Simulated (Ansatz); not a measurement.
# CuO (P6_3mc) in Ansatz: a series of runs

The runs below take CuO through density of states, electric field gradients, with PBE.

Program: Ansatz 0.2.0. These are calculated values, not measurements. Logs are shortened: lines on timing, memory, paths and dates and some standing lists are left out, and cuts for length are marked.

### Step 1. The structure

The structure is hexagonal, space group P6_3mc (No. 186). Conventional cell: a = 3.288 Å, b = 3.288 Å, c = 5.385 Å, α = 90.00°, β = 90.00°, γ = 120.00°. Around Cu (site symmetry 3m) lie 4 O at 2.01 to 2.02 Å. Around O (site symmetry 3m) lie 4 Cu at 2.01 to 2.02 Å.

Measurements of this composition are mostly on another form, of space group No. 15.

### Step 2. Density of states, PBE

Contents of input.yaml:

```yaml
crystal:
  lattice:
    - [3.28802443, 0.0, 0.0]
    - [-1.64401221, 2.84751268, 0.0]
    - [0.0, 0.0, 5.38502486]
  atoms:
    - { symbol: Cu, position: [0.6666666667, 0.3333333333, 0.0] }
    - { symbol: Cu, position: [0.3333333333, 0.6666666667, 0.5] }
    - { symbol: O, position: [0.6666666667, 0.3333333333, 0.6252] }
    - { symbol: O, position: [0.3333333333, 0.6666666667, 0.1252] }
kpoints:
  mp_grid: { grid: [9, 9, 5] }
scf:
  occupations: { method: fermi_dirac, width: 0.05 }
hamiltonian:
  xc: pbe
  pseudopotentials: { kind: all_electron, datasets: crystal }
output:
  forces: true
  stress: true
  eigenvalues: true
  dos: { projected: false, de: 0.2, e_range: [-20, 8] }
```

Potentials or basis: all-electron PAW datasets made for the crystal.

The run is started by

```bash
> ansatz run input.yaml --threads 2 --pin off --max-ram 6144MiB --backend cpu --events-out ev --progress --plain --runs-dir out
```

Log:

```text
Warning: RAYON_NUM_THREADS=2 ignored (pool sized by the plan → 2); use --threads N
hamiltonian.pseudopotentials.datasets: crystal makes datasets for this crystal and solves the spheres of its atoms anew in each pass: cutoff 440.0 eV, the density's 1760.0 eV; for an error of 0.50 meV an atom under PBE, 2.0 meV for the cell; an energy difference from a run of another recipe may be off by several times the error for the cell, under r2SCAN by more, where some 0.1 meV an atom stays at smaller errors; O in spheres of 0.926 Å, 6 of its electrons in bands; Cu in spheres of 1.085 Å, 11 of its electrons in bands, 8 on its site; only band paths and densities of states list, in semicore columns, the levels of the semicore shells that are solved separately: 3s of Cu, 3p of Cu
Engine: ansatz 0.2.0, x86_64-unknown-linux-gnu
Pseudopotentials: kind: all_electron
Pseudopotential: Cu, paw, valence charge 19, recommended cutoff 440 eV (normal), crystal/all_electron/pbe/scalar/gaussian/Cu, Koelling and Harmon's equation, gaussian nucleus
Pseudopotential: O, paw, valence charge 6, recommended cutoff 440 eV (normal), crystal/all_electron/pbe/scalar/gaussian/O, Koelling and Harmon's equation, gaussian nucleus
Functional definition: PBE
  parameter kappa = 0.804
  parameter beta = 0.06672455060314922
  exchange = pbe_x(kappa = kappa, mu = beta*pi^2/3)
  correlation = pbe_c(beta = beta)
Crystal: 4 atoms, lattice volume = 50.418 Å³
Basis set: ecut = 440 eV, 1099 PW (Γ), exchange–correlation on 48×48×80 points (8 copies of the dense FFT grid, shifted against one another)
Bands: 21, of which v1, the nominal top of the filled ones, is band 17 counted from 1 (16 counted from 0)
Symmetry: 12 space group operations
Space group: P63mc (ITA 186), of the structure as read, at distance tolerance 3.7e-5 Å
k-points: 36 of 405 (time reversal used)
Non-local potential: Cu, projectors of the file, l = 0: 1, l = 1: 1, l = 2: 2
Non-local potential: O, projectors of the file, l = 0: 1, l = 1: 2
PAW form: soft (Blöchl's): semilocal exchange-correlation on the pseudo side does not see the compensation charge
PAW one-centre angular grid: Cu, 590 points (default); XC on its mesh's 1847 points in the sphere
PAW one-centre angular grid: O, 110 points (default); XC on its mesh's 1919 points in the sphere
Initial density: superposition of atomic densities (neutral atoms: chi_scale 0, normalization atom)
Initial wavefunctions: pseudopotential atomic-orbital guess
Functional: x = pbe(κ = 0.804, μ = 0.2195149727645171), c = pbe(β = 0.06672455060314922)
iter 1 solved again at ethr=8.50e-2 eV; its pass at ethr=1.00e-1 eV (dr2=2.89e1 eV) is discarded
SCF iter   1: F=—  HF=-94167.916893 eV  |F-HF|=—  |Δ(HF+E_count)|=         —  Δρ=2.40e-1  dr2=2.95e1  ethr=8.50e-2  ⟨swp⟩=2.0  Hψ=3694  notcnv=0
preconditioner: auto → Kerker (q_TF=auto, 2.555 Å⁻¹)  [metal: Δε(μ)=0.007 eV  Ē_g=9.098 eV  σ=0.050 eV  W_gap=0.04  n_scr=22 (ndim 8)  ℏωp=30.5 eV  f_vac=0.000  D(μ)=11.43/eV (n_scr^D=232)]
SCF iter   2: F=—  HF=-94164.013684 eV  |F-HF|=—  |Δ(HF+E_count)|=    3.90e0  Δρ=1.27e-1  dr2=4.35e0  ethr=8.50e-2  ⟨swp⟩=3.1  Hψ=1953  notcnv=0  defer=1
SCF iter   3: F=—  HF=-94162.193885 eV  |F-HF|=—  |Δ(HF+E_count)|=    1.82e0  Δρ=4.49e-2  dr2=1.28e0  ethr=1.28e-2  ⟨swp⟩=3.0  Hψ=1919  notcnv=0
SCF iter   4: F=—  HF=-94161.921043 eV  |F-HF|=—  |Δ(HF+E_count)|=   2.73e-1  Δρ=2.47e-2  dr2=1.32e-1  ethr=3.77e-3  ⟨swp⟩=2.4  Hψ=1528  notcnv=0
SCF iter   5: F=—  HF=-94161.920859 eV  |F-HF|=—  |Δ(HF+E_count)|=   1.85e-4  Δρ=1.31e-2  dr2=4.80e-2  ethr=3.87e-4  ⟨swp⟩=2.4  Hψ=1891  notcnv=0  defer=4
iter 6 solved again at ethr=5.52e-6 eV; its pass at ethr=1.41e-4 eV (dr2=1.88e-3 eV) is discarded
SCF iter   6: F=—  HF=-94161.920695 eV  |F-HF|=—  |Δ(HF+E_count)|=   1.63e-4  Δρ=2.22e-3  dr2=1.90e-3  ethr=5.52e-6  ⟨swp⟩=2.3  Hψ=3294  notcnv=0  defer=3
SCF iter   7: F=—  HF=-94161.921025 eV  |F-HF|=—  |Δ(HF+E_count)|=   3.30e-4  Δρ=8.68e-4  dr2=4.95e-4  ethr=5.52e-6  ⟨swp⟩=2.3  Hψ=1418  notcnv=0
SCF iter   8: F=—  HF=-94161.921262 eV  |F-HF|=—  |Δ(HF+E_count)|=   2.37e-4  Δρ=3.87e-4  dr2=5.65e-5  ethr=1.45e-6  ⟨swp⟩=3.0  Hψ=1501  notcnv=0
SCF iter   9: F=—  HF=-94161.921310 eV  |F-HF|=—  |Δ(HF+E_count)|=   4.71e-5  Δρ=1.27e-4  dr2=7.23e-6  ethr=1.66e-7  ⟨swp⟩=3.0  Hψ=1569  notcnv=0
SCF iter  10: F=—  HF=-94161.921319 eV  |F-HF|=—  |Δ(HF+E_count)|=   9.55e-6  Δρ=6.27e-5  dr2=2.12e-6  ethr=2.13e-8  ⟨swp⟩=3.0  Hψ=1838  notcnv=0
SCF iter  11: F=—  HF=-94161.921320 eV  |F-HF|=—  |Δ(HF+E_count)|=   7.22e-7  Δρ=3.44e-5  dr2=6.57e-7  ethr=6.22e-9  ⟨swp⟩=3.0  Hψ=1456  notcnv=0
SCF iter  12: F=-94161.921320 eV  HF=-94161.921320 eV  |F-HF|=9.50e-9  |Δ(HF+E_count)|=   1.43e-7  Δρ=4.20e-6  dr2=9.45e-9  ethr=1.93e-9  ⟨swp⟩=3.0  Hψ=1626  notcnv=0
SCF 1 converged in 12 iterations: F = -94161.921318 eV  dr2 = 9.45e-9
  Residual-converged pass: ⟨swp⟩=3.6  Hψ=1980  notcnv=0  max |occ|·‖R‖ = 6.7e-6 eV (tolerance 6.7e-6 eV)  dr2=9.60e-9  dr2_onsite=6.23e-9  max |Δocc| = 5.2e-10
SCF converged after 12 iterations
Free energy (F): -94161.921318 eV
Harris-Foulkes:  -94161.921318 eV  (|F-HF|=9.50e-9)
Internal energy: -94161.870501 eV  (E = F + TS)
E sigma→0 (E₀):  -94161.895909 eV
Entropy (-TS):   -0.050817 eV (-12.704 meV/atom)
Past the cutoff: the bands carry plane waves up to 1.75 times it, of which those up to 1.5 times it add -0.000170 eV an atom, each by itself; the spheres take 0.000176 eV an atom off the energy for waves past 1.75 times it
By the cutoff:   a pressure is off by up to 0.007 GPa (1.2 times the spheres' own share and the shells' term, over an atom's volume, and 0.004 GPa: a bound that held against runs at twice the plane waves)
Past the cutoffs: a stress includes 0.0021 GPa for waves and charges beyond them, in addition to the slope of what the spheres take
In the spheres:  the bands' charges fall short by 9.8e-7 e at most (sound up to 1e-3), those of shells solved beside the bands by 1.3e-7 e (sound up to 5e-4)
Fermi energy:    8.286709 eV
--- Per-component energies (eV) ---
  E_band       = 134.595181
  E_kinetic    = 590.961877
  E_local      = -8186.228724  (includes V_loc(G=0)·N_el)
  E_nonlocal   = 318.467264
  E_hartree    = 3933.193819
  E_xc         = -232.106179
  E_vxc        = -280.377178  (∫ρ·V_xc dr)
  E_paw        = -97511.884056  (= ΣΔE_a)
  E_vpaw       = -13291.584885  (= ΣTr[D̂ρ^β])
  E_ewald      = -6191.243701
  E_smearing   = -0.050817  (= −TS)
  E_closure    = 13116.969199  (closes the sum)
  Σ components = -94161.921318   (vs F -94161.921318, Δ=0.00e0)
  The terms above E_closure are by the made datasets' own strengths, without shells solved beside the bands.
--- Forces (eV/Å), atoms counted from 1 ---
  atom   1  Cu    -0.00000000    -0.00000000    -0.07331346
  atom   2  Cu     0.00000000     0.00000000    -0.07331346
  atom   3  O      0.00000000    -0.00000000     0.07330798
  atom   4  O      0.00000000     0.00000000     0.07330798
  max |Σ_I F_I| component: 1.10e-5 eV/Å
--- Stress (GPa, compression-positive) ---
       -9.580072       0.000000      -0.000000
        0.000000      -9.580072      -0.000000
       -0.000000      -0.000000      -8.182018
  P = ⅓ Tr σ = -9.1141 GPa (-91.141 kbar)
  It holds what live shells' own plane waves past their cutoff add
--- Band table (eV; the first three rows and the last of 36) ---
  k-point 0: bands = ["-10.0247", "-9.4783", "2.8711", "3.9454", "3.9454", "3.9588", "4.1367", "4.1367", "6.3477", "6.3477", "6.6126", "6.6126", "6.7055", "8.3105", "8.3105", "8.9184", "9.0260", "9.0260", "9.2028"]
  k-point 1: bands = ["-9.9745", "-9.5325", "2.9215", "3.7900", "3.9573", "3.9573", "4.1113", "4.1113", "6.3803", "6.3803", "6.5971", "6.5971", "6.9015", "8.3764", "8.3764", "8.4485", "8.9570", "8.9570", "9.9198"]
  k-point 2: bands = ["-9.8410", "-9.6722", "3.1030", "3.4284", "3.9944", "3.9944", "4.0527", "4.0527", "6.4599", "6.4599", "6.5441", "6.5441", "7.3786", "7.9286", "8.5533", "8.5533", "8.7761", "8.7761", "11.0171"]
  k-point 35: bands = ["-9.3514", "-9.3514", "3.3058", "3.3058", "3.6764", "3.6831", "4.5170", "4.5170", "6.2504", "6.3149", "6.6713", "6.6713", "6.9282", "6.9282", "7.0780", "7.3498", "7.8681", "7.8681", "16.2491"]
```

Wall time 11 s (2 threads of Intel Xeon at 2.60GHz (Ice Lake), shared host); peak memory 0.74 GiB.

What came out:

```
Free energy            : -94161.9213 eV
Pressure               : -9.1 GPa
Largest force          : 0.073 eV/Å
Band gap on the k mesh : none (metal or under the smearing width)
```

Forces on the atoms (eV/Å):
```
Cu   0.000  0.000 -0.073
Cu   0.000  0.000 -0.073
O    0.000  0.000  0.073
O    0.000  0.000  0.073
```

Stress tensor (GPa, compression positive):
```
-9.58  0.00  0.00
 0.00 -9.58  0.00
 0.00  0.00 -8.18
```

States per cell in windows of 1 eV (zero at the Fermi level; states under -8 eV left out):
```tsv
from (eV)	total
-8.0	0.00
-7.0	0.00
-6.0	2.89
-5.0	7.00
-4.0	2.11
-3.0	1.16
-2.0	10.66
-1.0	6.19
0.0	1.99
1.0	0.04
2.0	0.19
3.0	0.34
4.0	0.55
5.0	0.96
6.0	1.13
7.0	0.99
```

Caveat: the program warned that the printed levels may be off, so bands, gaps and densities of states are rough; the run has no spin polarisation, though such a crystal can be magnetic; semilocal functionals often make such compounds metallic where correlation or magnetic order opens a gap, which also shifts bond lengths.

(Continued in part 2 of 2.)
